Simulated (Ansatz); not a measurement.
SiO2:

```
CELL_PARAMETERS angstrom
-2.62334 4.77675 4.44167
2.62334 -4.77675 4.44167
2.62334 4.77675 -4.44167
ATOMIC_POSITIONS crystal
Si 0.26034 0.84494 0.41540
Si 0.07045 0.15506 0.91540
Si 0.73966 0.15506 0.58460
Si 0.92955 0.84494 0.08460
O 0.50000 0.00000 0.50000
O 0.00000 0.00000 0.00000
O 0.79318 0.00000 0.29318
O 0.20682 0.50000 0.20682
O 0.20682 0.00000 0.70682
O 0.79318 0.50000 0.79318
O 0.86931 0.11931 0.75000
O 0.13069 0.88069 0.25000
```

The cell comes from a database or a generator and needn't be the stable form of this composition.

Base run:

| Property | Result |
| --- | --- |
| Program | Ansatz 0.2.0 |
| Functional | LDA |
| Potentials or basis | Ansatz PAW |
| Cutoff | 420 eV (not typed: the program's choice for these potentials) |
| k mesh | 6 × 6 × 6 |
| Occupations | fermi-dirac, width 0.05 eV |
| Spin | no spin polarisation |

Its results: band gap on the k mesh 5.42 eV, direct; pressure -1.2 GPa; largest force 0.103 eV/Å.

Problem. The run is repeated on the same cell with these changes: functional from LDA to r2SCAN; cutoff from 420 eV (not typed: the program's choice for these potentials) to 500 eV (not typed: the program's choice for these potentials). What comes out?

Solution. Band gap on the k mesh 6.19 eV, direct; pressure 0.1 GPa; largest force 0.060 eV/Å.

r2SCAN gives the wider gap, since meta-GGAs in the generalised Kohn-Sham scheme recover part of the derivative discontinuity.

Caveats: the PAW data sets come from PBE, with cores solved anew for the run's functional, which leaves a small shift of forces and pressure.
